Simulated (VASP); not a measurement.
# Ir (Fm-3m) in VASP: a series of runs

The runs below take Ir through relaxation of cell and atoms, with PBE.

All numbers are computed with VASP 6.6.1; they aren't measurements. Logs are shortened: lines on timing, memory, paths and dates and some standing lists are left out, and cuts for length are marked.

## (1) Starting point

It takes space group Fm-3m (No. 225, cubic). The conventional cell has a = 3.831 Å, b = 3.831 Å, c = 3.831 Å, α = 90.00°, β = 90.00°, γ = 90.00°. Around Ir (site symmetry m-3m) lie 12 Ir at 2.71 Å.

## (2) Relaxation of cell and atoms, PBE

File INCAR:

```
SYSTEM = Ir
  ALGO = Normal
  EDIFF = 1E-6
  EDIFFG = -0.01
  ENCUT = 520
  GGA = PE
  IBRION = 2
  ISIF = 3
  ISMEAR = 0
  LASPH = .TRUE.
  LCHARG = .FALSE.
  LREAL = .FALSE.
  LWAVE = .FALSE.
  NELM = 120
  NSW = 90
  PREC = Accurate
  SIGMA = 0.1
```

File KPOINTS:

```
k-points
0
G
  19 19 19
  0 0 0
```

File POSCAR:

```
Ir
1.0
    0.0000000000      1.9156000000      1.9156000000
    1.9156000000      0.0000000000      1.9156000000
    1.9156000000      1.9156000000      0.0000000000
Ir
1
Direct
    0.0000000000      0.0000000000      0.0000000000
```

Potentials or basis: VASP PAW PBE potentials, release 64 (Ir).

Run with:

```sh
cat potpaw_PBE.64/Ir/POTCAR > POTCAR
mpirun -np 1 vasp_std > vasp.out
```

OUTCAR:

```text
SYSTEM = Ir
   EDIFF = 1E-6
   EDIFFG = -0.01
   ENCUT = 520
   GGA = PE
   IBRION = 2
   ISIF = 3
   ISMEAR = 0
   LASPH = .TRUE.
   LREAL = .FALSE.
   NELM = 120
   NSW = 90
   PREC = Accurate

 ion  position               nearest neighbor table
   1  0.000  0.000  0.000-

  LATTYP: Found a face centered cubic cell.
 ALAT       =     3.8312000000

  Lattice vectors:

 A1 = (   0.0000000000,   1.9156000000,   1.9156000000)
 A2 = (   1.9156000000,   0.0000000000,   1.9156000000)
 A3 = (   1.9156000000,   1.9156000000,   0.0000000000)

Analysis of symmetry for initial positions (statically):
=====================================================================
 Subroutine PRICEL returns:
 Original cell was already a primitive cell.

 Routine SETGRP: Setting up the symmetry group for a
 face centered cubic supercell.

 Subroutine GETGRP returns: Found 48 space group operations
 (whereof 48 operations were pure point group operations)
 out of a pool of 48 trial point group operations.

The static configuration has the point symmetry O_h .

Analysis of symmetry for dynamics (positions and initial velocities):
=====================================================================
 Subroutine PRICEL returns:
 Original cell was already a primitive cell.

 Routine SETGRP: Setting up the symmetry group for a
 face centered cubic supercell.

 Subroutine GETGRP returns: Found 48 space group operations
 (whereof 48 operations were pure point group operations)
 out of a pool of 48 trial point group operations.

The dynamic configuration has the point symmetry O_h .

 Subroutine INISYM returns: Found 48 space group operations
 (whereof 48 operations are pure point group operations),
 and found     1 'primitive' translations

----------------------------------------------------------------------------------------

                                     Primitive cell

  volume of cell :      14.0587

  direct lattice vectors                    reciprocal lattice vectors
     0.000000000  1.915600000  1.915600000    -0.261014826  0.261014826  0.261014826
     1.915600000  0.000000000  1.915600000     0.261014826 -0.261014826  0.261014826
     1.915600000  1.915600000  0.000000000     0.261014826  0.261014826 -0.261014826

  length of vectors
     2.709067500  2.709067500  2.709067500     0.452090940  0.452090940  0.452090940

  position of ions in fractional coordinates (direct lattice)
     0.000000000  0.000000000  0.000000000

  ion indices of the primitive-cell ions
   primitive index   ion index
                 1           1

[... 62 lines left out ...]
   PREC   = accura    normal or accurate (medium, high low for compatibility)
   ISTART =      0    job   : 0-new  1-cont  2-samecut
   ICHARG =      2    charge: 1-file 2-atom 10-const
   ISPIN  =      1    spin polarized calculation?
   LNONCOLLINEAR =      F non collinear calculations
   LSORBIT =      F    spin-orbit coupling
   LASPH  =      T    aspherical Exc in radial PAW
   ENCUT  =  520.0 eV  38.22 Ry    6.18 a.u.   5.04  5.04  5.04*2*pi/ulx,y,z
   NELM   =    120;   NELMIN=  2; NELMDL= -5     # of ELM steps
   EDIFF  = 0.1E-05   stopping-criterion for ELM
   LREAL  =      F    real-space projection
   EDIFFG = -.1E-01   stopping-criterion for IOM
   NSW    =     90    number of steps for IOM
   IBRION =      2    ionic relax: 0-MD 1-quasi-New 2-CG
   NFREE  =      1    steps in history (QN), initial steepest desc. (CG)
   ISIF   =      3    stress and relaxation
   ISYM   =      2    0-nonsym 1-usesym 2-fastsym
   POTIM  = 0.5000    time-step for ionic-motion
   TEBEG  =    0.0;   TEEND  =   0.0 temperature during run
   PSTRESS=    0.0 pullay stress
   NELECT =       9.0000    total number of electrons
   NUPDOWN=      -1.0000    fix difference up-down
   EMIN   =  10.00;   EMAX   =-10.00  energy-range for DOS
   EFERMI =   0.00;   METHOD = LEGACY
   ISMEAR =     0;   SIGMA  =   0.10  broadening in eV -4-tet -1-fermi 0-gaus
   EFERMI_NEDOS =   21; number of points for ismear=-14 and -15
   IALGO  =     38    algorithm
   IMIX   =      4    mixing-type and parameters
     AMIX     =   0.40;   BMIX     =  1.00
     AMIX_MAG =   1.60;   BMIX_MAG =  1.00
  volume/ion in A,a.u.               =      14.06        94.87
  Fermi-wavevector in a.u.,A,eV,Ry     =   1.410937  2.666284 27.085691  1.990742
  Thomas-Fermi vector in A             =   2.532839
   LORBIT       =      0    0 simple, 1 ext, 2 COOP (PROOUT), +10 PAW based schemes
   GGA     = PE    functional components
   LHFCALC =     F    Hartree Fock is set to
   AEXX    =    0.0000 exact exchange contribution
   IVDW    =     0    specifies the selected vdW correction
   LEPSILON=     F    determine dielectric tensor
   LRPA    =     F    only Hartree local field effects (RPA)
 conjugate gradient relaxation of ions
 non-spin polarized calculation
 Gauss-broadening in eV      SIGMA  =   0.10
  energy-cutoff  :      520.00
  volume of cell :       14.06
 maximum number of plane-waves:       388
   NGX =  9   NGY =  9   NGZ =  9

--------------------------------------- Ionic step        1  -------------------------------------------

 number of electron       9.0000000 magnetization

 Free energy of the ion-electron system (eV)
  ---------------------------------------------------
  ext. energy  EPLUGINS =         0.00000000
  ---------------------------------------------------
  free energy    TOTEN  =        -8.82850937 eV

  energy without entropy =       -8.82195822  energy(sigma->0) =       -8.82523379

 E-fermi :  10.4975     XC(G=0): -14.0250

 val. band max:       10.4959332987   @ k =   0.4737   0.3684   0.0000
 cond. band min:      10.5102420163   @ k =  -0.1579   0.1579   0.0000
 fundamental gap:      0.0143087176
 Fermi energy:        10.4975278511

 k-point     1 :       0.0000    0.0000    0.0000
  band No.  band energies     occupation
      1      -0.6719      2.00000
      2       6.5952      2.00000
      3       6.5952      2.00000
      4       6.5952      2.00000
      5       9.3121      2.00000
      6       9.3121      2.00000
      7      24.8272      0.00000
      8      30.4523      0.00000
[... 357 lines left out ...]
--------------------------------------- Ionic step        4  -------------------------------------------

 number of electron       9.0000000 magnetization

 Free energy of the ion-electron system (eV)
  ---------------------------------------------------
  ext. energy  EPLUGINS =         0.00000000
  ---------------------------------------------------
  free energy    TOTEN  =        -8.84587940 eV

  energy without entropy =       -8.83902641  energy(sigma->0) =       -8.84245290

 E-fermi :   9.9320     XC(G=0): -13.8302

 val. band max:        9.9299608273   @ k =   0.4737   0.3684   0.0000
 cond. band min:       9.9401067299   @ k =  -0.1579   0.1579   0.0000
 fundamental gap:      0.0101459026
 Fermi energy:         9.9319541359

 k-point     1 :       0.0000    0.0000    0.0000
  band No.  band energies     occupation
      1      -0.8840      2.00000
      2       6.2231      2.00000
      3       6.2231      2.00000
      4       6.2231      2.00000
      5       8.8013      2.00000
      6       8.8013      2.00000
      7      24.3263      0.00000
      8      29.7562      0.00000
[... 281 lines left out ...]
  FREE ENERGIE OF THE ION-ELECTRON SYSTEM (eV)
  ---------------------------------------------------
  free  energy   TOTEN  =        -8.8458794019 eV

  energy  without entropy=       -8.8390264067  energy(sigma->0) =       -8.84245290

 reached required accuracy - stopping structural energy minimisation
```

CONTCAR:

```text
Ir
   1.00000000000000
     0.0000000000000000    1.9366275734923775    1.9366275734923775
     1.9366275734923775   -0.0000000000000000    1.9366275734923775
     1.9366275734923775    1.9366275734923775    0.0000000000000000
  Ir
     1
Direct
     0.0000000000000000    0.0000000000000000    0.0000000000000000

  0.00000000E+00  0.00000000E+00  0.00000000E+00
```

Run time: 31 s. Hardware: 1 thread of Intel Xeon 6975P-C (Granite Rapids), shared host; peak memory 0.15 GiB.

What came out:

| Property | Result |
| --- | --- |
| Free energy | -8.8459 eV |
| Relaxed volume | 14.53 Å³/atom |
| Relaxed cell | a = 2.739 Å, b = 2.739 Å, c = 2.739 Å, α = 60.00°, β = 60.00°, γ = 60.00° |
| Space group after relaxing (to 0.05 Å) | Fm-3m (No. 225) |
| Energy gained by relaxing | 17.4 meV/atom |
| Ionic steps | 4 |
| Pressure after relaxing | -0.1 GPa |
| Band gap on the k mesh | none (metal or under the smearing width) |

Step by step:
| step | energy change (eV) | largest force (eV/Å) | pressure (GPa) | volume (Å³) |
| --- | --- | --- | --- | --- |
| 1 | 0.0000 | 0.0000 | 12.39 | 14.06 |
| 2 | 0.1858 | 0.0000 | -30.76 | 16.39 |
| 3 | -0.0173 | 0.0000 | -0.61 | 14.55 |
| 4 | -0.0174 | 0.0000 | -0.07 | 14.53 |

Final structure:
```
Ir
1.0
     0.00000    1.93663    1.93663
     1.93663    0.00000    1.93663
     1.93663    1.93663    0.00000
Ir
1
Direct
  0.00000 0.00000 0.00000
```

## (3) Relaxation of cell and atoms, PBE

This run uses another cell than the first one, of 14.53 Å³/atom, 1.033 times its volume.

Changes to INCAR since step 2:

```diff
@@ -2,4 +2,4 @@
   ALGO = Normal
-  EDIFF = 1E-6
-  EDIFFG = -0.01
+  EDIFF = 1E-7
+  EDIFFG = -0.005
   ENCUT = 520
@@ -14,3 +14,4 @@
   NELM = 120
-  NSW = 90
+  NSW = 60
+  POTIM = 0.3
   PREC = Accurate
```

KPOINTS is that of step 2.

File POSCAR:

```
Ir                                      
1.0
    0.0000000000      1.9366275735      1.9366275735
    1.9366275735     -0.0000000000      1.9366275735
    1.9366275735      1.9366275735      0.0000000000
  Ir            
     1
Direct
     0.0000000000000000    0.0000000000000000    0.0000000000000000
```

Potentials or basis: VASP PAW PBE potentials, release 64 (Ir).

Run with:

```sh
cat potpaw_PBE.64/Ir/POTCAR > POTCAR
mpirun -np 1 vasp_std > vasp.out
```

OUTCAR:

```text
SYSTEM = Ir
   EDIFF = 1E-7
   EDIFFG = -0.005
   ENCUT = 520
   GGA = PE
   IBRION = 2
   ISIF = 3
   ISMEAR = 0
   LASPH = .TRUE.
   LREAL = .FALSE.
   NELM = 120
   NSW = 60
   POTIM = 0.3
   PREC = Accurate

 ion  position               nearest neighbor table
   1  0.000  0.000  0.000-

  LATTYP: Found a face centered cubic cell.
 ALAT       =     3.8732551470

  Lattice vectors:

 A1 = (   0.0000000000,   1.9366275735,   1.9366275735)
[... 449 lines left out ...]

------------------------ aborting loop because EDIFF is reached ----------------------------------------

  FORCE on cell =-STRESS in cart. coord.  units (eV):
  Direction    XX          YY          ZZ          XY          YZ          ZX
  --------------------------------------------------------------------------------------
  -------------------------------------------------------------------------------------
  Total       -0.0029128     -0.0029128     -0.0029128      0.0000000     -0.0000000      0.0000000
  in kB       -0.3212596     -0.3212596     -0.3212596      0.0000000     -0.0000000      0.0000000
  external PRESSURE =      -0.3212596 kB  Pullay stress =       0.0000000 kB

 VOLUME and BASIS-vectors are now :
 -----------------------------------------------------------------------------
  energy-cutoff  :      520.00
  volume of cell :       14.53
      direct lattice vectors                 reciprocal lattice vectors
     0.000000000  1.936627574  1.936627574    -0.258180771  0.258180771  0.258180771
     1.936627574  0.000000000  1.936627574     0.258180771 -0.258180771  0.258180771
     1.936627574  1.936627574  0.000000000     0.258180771  0.258180771 -0.258180771

 POSITION                                       TOTAL-FORCE (eV/Angst)
 -----------------------------------------------------------------------------------
      0.00000      0.00000      0.00000         0.000000      0.000000      0.000000
 -----------------------------------------------------------------------------------
    total drift:                                0.000000      0.000000      0.000000

  FREE ENERGIE OF THE ION-ELECTRON SYSTEM (eV)
  ---------------------------------------------------
  free  energy   TOTEN  =        -8.8461895058 eV

  energy  without entropy=       -8.8393365358  energy(sigma->0) =       -8.84276302

 reached required accuracy - stopping structural energy minimisation
```

It took 9.8 s on 1 thread of Intel Xeon 6975P-C (Granite Rapids), shared host; peak memory 0.14 GiB.

Results:

```
Free energy             : -8.8462 eV
Pressure after relaxing : 0.0 GPa
Band gap on the k mesh  : none (metal or under the smearing width)
```

Final structure:
```
Ir
1.0
     0.00000    1.93663    1.93663
     1.93663    0.00000    1.93663
     1.93663    1.93663    0.00000
Ir
1
Cartesian
  0.0000 0.0000 0.0000
```

Levels at points of the mesh, in eV from the Fermi level:
```tsv
k point	band 1	band 2	band 3	band 4	band 5	band 6	band 7	band 8
(0.00, 0.00, 0.00)	-10.82	-3.71	-3.71	-3.71	-1.13	-1.13	14.39	19.82
```

Caveat: the relaxation stopped at its first step, so nothing moved. Spin-orbit coupling is left out, which matters for the levels of Ir.
